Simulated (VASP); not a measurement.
# C (P6_3/mmc) in VASP: relaxation of cell and atoms with BLYP+D4

Aim: the relaxation of cell and atoms of C with BLYP+D4.

The COD entry that gives the cell may itself be a prediction, so a difference from it is no test against experiment.

Program: VASP 6.6.1. These are calculated values, not measurements. Logs are shortened: lines on timing, memory, paths and dates and some standing lists are left out, and cuts for length are marked.

**1. Starting point**

It takes space group P6_3/mmc (No. 194, hexagonal). The conventional cell has a = 2.522 Å, b = 2.522 Å, c = 12.356 Å, α = 90.00°, β = 90.00°, γ = 120.00°. C (site symmetry 3m) is surrounded by 4 C at 1.54 Å. Around C (site symmetry 3m) lie 4 C at 1.54 Å. C (site symmetry 3m) is surrounded by 4 C at 1.54 Å.

This is a hexagonal form of diamond, not graphite.

**2. Relaxation of cell and atoms, BLYP+D4**

The input, INCAR:

```
SYSTEM = C
AGGAC = 1.0
AGGAX = 1.0
ALDAC = 0.0
ALDAX = 1.0
ALGO = Fast
EDIFF = 1E-7
EDIFFG = -0.02
ENCUT = 600
GGA = B5
IBRION = 2
ISIF = 3
ISMEAR = -1
IVDW = 13
LASPH = .True.
LCHARG = .False.
LREAL = .False.
LWAVE = .False.
NELM = 60
NSW = 60
PREC = Accurate
SIGMA = 0.05
VDW_A1 = 0.44488865
VDW_A2 = 4.0933009
VDW_S6 = 1.0
VDW_S8 = 2.34076671
```

The input, KPOINTS:

```
k-points
0
Gamma
  12 12 3
  0 0 0
```

The input, POSCAR:

```
C
1.0
    2.5221000000      0.0000000000      0.0000000000
   -1.2610500000      2.1842026709      0.0000000000
    0.0000000000      0.0000000000     12.3557000000
C
12
Direct
    0.6666666667      0.3333333333      0.3541700000
    0.3333333333      0.6666666667      0.8541700000
    0.6666666667      0.3333333333      0.1458300000
    0.3333333333      0.6666666667      0.6458300000
    0.6666666667      0.3333333333      0.4791700000
    0.3333333333      0.6666666667      0.9791700000
    0.6666666667      0.3333333333      0.0208300000
    0.3333333333      0.6666666667      0.5208300000
    0.0000000000      0.0000000000      0.8125000000
    0.0000000000      0.0000000000      0.3125000000
    0.0000000000      0.0000000000      0.6875000000
    0.0000000000      0.0000000000      0.1875000000
```

Potentials or basis: VASP PAW PBE potentials, release 64 (C).

Launch:

```bash
$ cat potpaw_PBE.64/C/POTCAR > POTCAR
$ mpirun -np 1 vasp_std > vasp.out
```

OUTCAR:

```text
SYSTEM = C
   EDIFF = 1E-7
   EDIFFG = -0.02
   ENCUT = 600
   GGA = B5
   IBRION = 2
   ISIF = 3
   ISMEAR = -1
   IVDW = 13
   LASPH = .True.
   LREAL = .False.
   NELM = 60
   NSW = 60
   PREC = Accurate

 ion  position               nearest neighbor table
   1  0.667  0.333  0.354-   5 1.54  10 1.54  10 1.54  10 1.54
   2  0.333  0.667  0.854-   6 1.54   9 1.54   9 1.54   9 1.54
   3  0.667  0.333  0.146-   7 1.54  12 1.54  12 1.54  12 1.54
   4  0.333  0.667  0.646-   8 1.54  11 1.54  11 1.54  11 1.54
   5  0.667  0.333  0.479-   8 1.54   8 1.54   8 1.54   1 1.54
   6  0.333  0.667  0.979-   7 1.54   7 1.54   7 1.54   2 1.54
   7  0.667  0.333  0.021-   6 1.54   6 1.54   6 1.54   3 1.54
   8  0.333  0.667  0.521-   5 1.54   5 1.54   5 1.54   4 1.54
   9  0.000  0.000  0.812-  11 1.54   2 1.54   2 1.54   2 1.54
  10  0.000  0.000  0.312-  12 1.54   1 1.54   1 1.54   1 1.54
  11  0.000  0.000  0.688-   9 1.54   4 1.54   4 1.54   4 1.54
  12  0.000  0.000  0.188-  10 1.54   3 1.54   3 1.54   3 1.54

  LATTYP: Found a hexagonal cell.
 ALAT       =     2.5221000000
 C/A-ratio  =     4.8989730780

  Lattice vectors:

 A1 = (   2.5221000000,   0.0000000000,   0.0000000000)
 A2 = (  -1.2610500000,   2.1842026709,   0.0000000000)
 A3 = (   0.0000000000,   0.0000000000,  12.3557000000)

Analysis of symmetry for initial positions (statically):
=====================================================================
 Subroutine PRICEL returns:
 Original cell was already a primitive cell.

 Routine SETGRP: Setting up the symmetry group for a
 hexagonal supercell.

 Subroutine GETGRP returns: Found 24 space group operations
 (whereof 12 operations were pure point group operations)
 out of a pool of 24 trial point group operations.

The static configuration has the point symmetry D_3d.
 The point group associated with its full space group is D_6h.

Analysis of symmetry for dynamics (positions and initial velocities):
=====================================================================
 Subroutine PRICEL returns:
 Original cell was already a primitive cell.

 Routine SETGRP: Setting up the symmetry group for a
 hexagonal supercell.

 Subroutine GETGRP returns: Found 24 space group operations
 (whereof 12 operations were pure point group operations)
 out of a pool of 24 trial point group operations.

The dynamic configuration has the point symmetry D_3d.
 The point group associated with its full space group is D_6h.

 Subroutine INISYM returns: Found 24 space group operations
 (whereof 12 operations are pure point group operations),
 and found     1 'primitive' translations

----------------------------------------------------------------------------------------

                                     Primitive cell

  volume of cell :      68.0648

  direct lattice vectors                    reciprocal lattice vectors
     2.522100000  0.000000000  0.000000000     0.396494984  0.228916486  0.000000000
    -1.261050000  2.184202671  0.000000000     0.000000000  0.457832972  0.000000000
     0.000000000  0.000000000 12.355700000     0.000000000  0.000000000  0.080934306

  length of vectors
     2.522100000  2.522100000 12.355700000     0.457832972  0.457832972  0.080934306

  position of ions in fractional coordinates (direct lattice)
     0.666666667  0.333333333  0.354170000
     0.333333333  0.666666667  0.854170000
     0.666666667  0.333333333  0.145830000
     0.333333333  0.666666667  0.645830000
     0.666666667  0.333333333  0.479170000
     0.333333333  0.666666667  0.979170000
     0.666666667  0.333333333  0.020830000
     0.333333333  0.666666667  0.520830000
     0.000000000  0.000000000  0.812500000
     0.000000000  0.000000000  0.312500000
     0.000000000  0.000000000  0.687500000
     0.000000000  0.000000000  0.187500000

  ion indices of the primitive-cell ions
   primitive index   ion index
                 1           1
                 2           2
                 3           3
                 4           4
                 5           5
                 6           6
                 7           7
                 8           8
                 9           9
                10          10
                11          11
                12          12

----------------------------------------------------------------------------------------

 KPOINTS: k-points

Automatic generation of k-mesh.
 Grid dimensions read from file:
 generate k-points for:   12   12    3

 Generating k-lattice:

  Cartesian coordinates                     Fractional coordinates (reciprocal lattice)
     0.033041249  0.019076374  0.000000000     0.083333333  0.000000000  0.000000000
     0.000000000  0.038152748  0.000000000     0.000000000  0.083333333  0.000000000
     0.000000000  0.000000000  0.026978102     0.000000000  0.000000000  0.333333333

  Length of vectors
     0.038152748  0.038152748  0.026978102

  Shift w.r.t. Gamma in fractional coordinates (k-lattice)
     0.000000000  0.000000000  0.000000000

 Subroutine IBZKPT returns following result:
 ===========================================

 Found     38 irreducible k-points:

 Following reciprocal coordinates:
            Coordinates               Weight
  0.000000  0.000000  0.000000      1.000000
  0.083333  0.000000  0.000000      6.000000
  0.166667  0.000000  0.000000      6.000000
  0.250000  0.000000  0.000000      6.000000
  0.333333  0.000000  0.000000      6.000000
  0.416667  0.000000  0.000000      6.000000
[... 16 lines left out ...]
  0.250000  0.000000  0.333333     12.000000
  0.333333  0.000000  0.333333     12.000000
 [... further k-points ...]
   k-points           NKPTS =     38   k-points in BZ     NKDIM =     38   number of bands    NBANDS=     31
   number of dos      NEDOS =    301   number of ions     NIONS =     12
   total plane-waves  NPLWV =  40000
   dimension x,y,z NGX =    20 NGY =   20 NGZ =  100
   dimension x,y,z NGXF=    40 NGYF=   40 NGZF=  200
   ions per type =              12
   NGX,Y,Z   is equivalent  to a cutoff of  13.18, 13.18, 13.45 a.u.
   NGXF,Y,Z  is equivalent  to a cutoff of  26.37, 26.37, 26.91 a.u.
 SYSTEM =  C
   PREC   = accura    normal or accurate (medium, high low for compatibility)
   ISTART =      0    job   : 0-new  1-cont  2-samecut
   ICHARG =      2    charge: 1-file 2-atom 10-const
   ISPIN  =      1    spin polarized calculation?
   LNONCOLLINEAR =      F non collinear calculations
   LSORBIT =      F    spin-orbit coupling
   LASPH  =      T    aspherical Exc in radial PAW
   ENCUT  =  600.0 eV  44.10 Ry    6.64 a.u.   5.04  5.04 24.68*2*pi/ulx,y,z
   NELM   =     60;   NELMIN=  2; NELMDL= -5     # of ELM steps
   EDIFF  = 0.1E-06   stopping-criterion for ELM
   LREAL  =      F    real-space projection
   EDIFFG = -.2E-01   stopping-criterion for IOM
   NSW    =     60    number of steps for IOM
   IBRION =      2    ionic relax: 0-MD 1-quasi-New 2-CG
   NFREE  =      1    steps in history (QN), initial steepest desc. (CG)
   ISIF   =      3    stress and relaxation
   ISYM   =      2    0-nonsym 1-usesym 2-fastsym
   POTIM  = 0.5000    time-step for ionic-motion
   TEBEG  =    0.0;   TEEND  =   0.0 temperature during run
   PSTRESS=    0.0 pullay stress
   NELECT =      48.0000    total number of electrons
   NUPDOWN=      -1.0000    fix difference up-down
   EMIN   =  10.00;   EMAX   =-10.00  energy-range for DOS
   EFERMI =   0.00;   METHOD = LEGACY
   ISMEAR =    -1;   SIGMA  =   0.05  broadening in eV -4-tet -1-fermi 0-gaus
   EFERMI_NEDOS =   21; number of points for ismear=-14 and -15
   IALGO  =     68    algorithm
   IMIX   =      4    mixing-type and parameters
     AMIX     =   0.40;   BMIX     =  1.00
     AMIX_MAG =   1.60;   BMIX_MAG =  1.00
  volume/ion in A,a.u.               =       5.67        38.28
  Fermi-wavevector in a.u.,A,eV,Ry     =   1.457184  2.753678 28.890408  2.123385
  Thomas-Fermi vector in A             =   2.574015
   LORBIT       =      0    0 simple, 1 ext, 2 COOP (PROOUT), +10 PAW based schemes
   GGA     = B5    functional components
   LHFCALC =     F    Hartree Fock is set to
   AEXX    =    0.0000 exact exchange contribution
   IVDW    =    13    specifies the selected vdW correction
   LEPSILON=     F    determine dielectric tensor
   LRPA    =     F    only Hartree local field effects (RPA)
 conjugate gradient relaxation of ions
 non-spin polarized calculation
 RMM-DIIS sequential band-by-band and
  energy-cutoff  :      600.00
  volume of cell :       68.06
 maximum number of plane-waves:      2301
   NGX = 11   NGY = 11   NGZ = 49

--------------------------------------- Ionic step        1  -------------------------------------------

 number of electron      48.0000000 magnetization

 Free energy of the ion-electron system (eV)
  ---------------------------------------------------
  ext. energy  EPLUGINS =         0.00000000
  ---------------------------------------------------
  free energy    TOTEN  =      -100.22244589 eV

  energy without entropy =     -100.22244589  energy(sigma->0) =     -100.22244589

------------------------ aborting loop because EDIFF is reached ----------------------------------------

  DFT-D4 for vdW energy calculation

  Edisp (eV):   -4.98140

  FORCE on cell =-STRESS in cart. coord.  units (eV):
  Direction    XX          YY          ZZ          XY          YZ          ZX
  --------------------------------------------------------------------------------------
  -------------------------------------------------------------------------------------
  Total      -0.84485    -0.84485     2.64721     0.00000     0.00000     0.00000
  in kB     -19.88691   -19.88691    62.31278     0.00000     0.00000     0.00000
  external pressure =        7.51 kB  Pullay stress =        0.00 kB
[... 181 lines left out ...]
  energy  without entropy=     -105.2209829730  energy(sigma->0) =     -105.22098297

--------------------------------------- Ionic step        5  -------------------------------------------

 number of electron      48.0000001 magnetization

 Free energy of the ion-electron system (eV)
  ---------------------------------------------------
  ext. energy  EPLUGINS =         0.00000000
  ---------------------------------------------------
  free energy    TOTEN  =      -100.24914327 eV

  energy without entropy =     -100.24914327  energy(sigma->0) =     -100.24914327

 E-fermi :  11.0532     XC(G=0): -12.5352

 val. band max:       10.0679472514   @ k =   0.0000   0.0000   0.0000
 cond. band min:      14.8144052028   @ k =   0.3333   0.0000   0.0000
 fundamental gap:      4.7464579514
 Fermi energy:        11.0532321595

 k-point     1 :       0.0000    0.0000    0.0000
  band No.  band energies     occupation
      1     -11.1904      2.00000
      2     -10.4739      2.00000
      3     -10.4000      2.00000
      4      -8.2619      2.00000
      5      -8.2038      2.00000
      6      -5.5833      2.00000
[... 805 lines left out ...]
     30      17.9986      0.00000
     31      18.1093      0.00000

 [... further k-points ...]

------------------------ aborting loop because EDIFF is reached ----------------------------------------

  DFT-D4 for vdW energy calculation

  Edisp (eV):   -4.97323

  FORCE on cell =-STRESS in cart. coord.  units (eV):
  Direction    XX          YY          ZZ          XY          YZ          ZX
  --------------------------------------------------------------------------------------
  -------------------------------------------------------------------------------------
  Total       0.03210     0.03210    -0.13822     0.00000     0.00000     0.00000
  in kB       0.75426     0.75426    -3.24785     0.00000     0.00000     0.00000
  external pressure =       -0.58 kB  Pullay stress =        0.00 kB
[... 27 lines left out ...]
  FREE ENERGIE OF THE ION-ELECTRON SYSTEM (eV)
  ---------------------------------------------------
  free  energy   TOTEN  =      -105.2223722346 eV

  energy  without entropy=     -105.2223722346  energy(sigma->0) =     -105.22237223

 reached required accuracy - stopping structural energy minimisation
```

Wall time 9 min (1 thread of Intel Xeon Platinum 8259CL at 2.50GHz (Skylake/Cascade Lake), shared host); peak memory 0.22 GiB.

Results:

| Item | Value |
| --- | --- |
| Free energy | -105.2224 eV |
| Relaxed volume | 5.68 Å³/atom |
| Relaxed cell | a = 2.518 Å, b = 2.518 Å, c = 12.421 Å, α = 90.00°, β = 90.00°, γ = 120.00° |
| Space group after relaxing (to 0.05 Å) | P6_3/mmc (No. 194) |
| Energy gained by relaxing | 1.5 meV/atom |
| Ionic steps | 5 |
| Pressure after relaxing | -0.1 GPa |
| Largest force after relaxing | 0.013 eV/Å |
| Band gap on the k mesh | 4.75 eV, indirect (least direct gap 5.55 eV) |
| Dispersion energy per atom | -0.414 eV |

Forces in eV/Å, atoms in the order of the input:
```
C    0.000  0.000  0.009
C    0.000  0.000  0.009
C    0.000  0.000 -0.009
C    0.000  0.000 -0.009
C    0.000  0.000 -0.005
C    0.000  0.000 -0.005
C    0.000  0.000  0.005
C    0.000  0.000  0.005
C    0.000  0.000  0.013
C    0.000  0.000  0.013
C    0.000  0.000 -0.013
C    0.000  0.000 -0.013
```

Stress tensor (GPa, compression positive):
```
 0.08  0.00  0.00
 0.00  0.08  0.00
 0.00  0.00 -0.32
```

Step by step:
| step | energy change (eV) | largest force (eV/Å) | pressure (GPa) | volume (Å³) |
| --- | --- | --- | --- | --- |
| 1 | 0.0000 | 0.3250 | 0.75 | 68.06 |
| 2 | -0.0010 | 0.3122 | -0.79 | 68.32 |
| 3 | -0.0181 | 0.0962 | -0.11 | 68.19 |
| 4 | -0.0171 | 0.1887 | 0.03 | 68.17 |
| 5 | -0.0185 | 0.0127 | -0.06 | 68.19 |

Final structure:
```yaml
crystal:
  lattice:
    - [2.51775, 0.00000, 0.00000]
    - [-1.25887, 2.18043, 0.00000]
    - [0.00000, 0.00000, 12.42057]
  atoms:
    - { symbol: C, position: [0.66667, 0.33333, 0.35488] }
    - { symbol: C, position: [0.33333, 0.66667, 0.85488] }
    - { symbol: C, position: [0.66667, 0.33333, 0.14512] }
    - { symbol: C, position: [0.33333, 0.66667, 0.64512] }
    - { symbol: C, position: [0.66667, 0.33333, 0.47924] }
    - { symbol: C, position: [0.33333, 0.66667, 0.97924] }
    - { symbol: C, position: [0.66667, 0.33333, 0.02076] }
    - { symbol: C, position: [0.33333, 0.66667, 0.52076] }
    - { symbol: C, position: [0.00000, 0.00000, 0.81312] }
    - { symbol: C, position: [0.00000, 0.00000, 0.31312] }
    - { symbol: C, position: [0.00000, 0.00000, 0.68688] }
    - { symbol: C, position: [0.00000, 0.00000, 0.18688] }
```

Caveat: the PAW data sets were made with another functional, which shifts forces and pressure a little; an odd mesh through Γ misses points on the zone boundary, where band edges often lie.
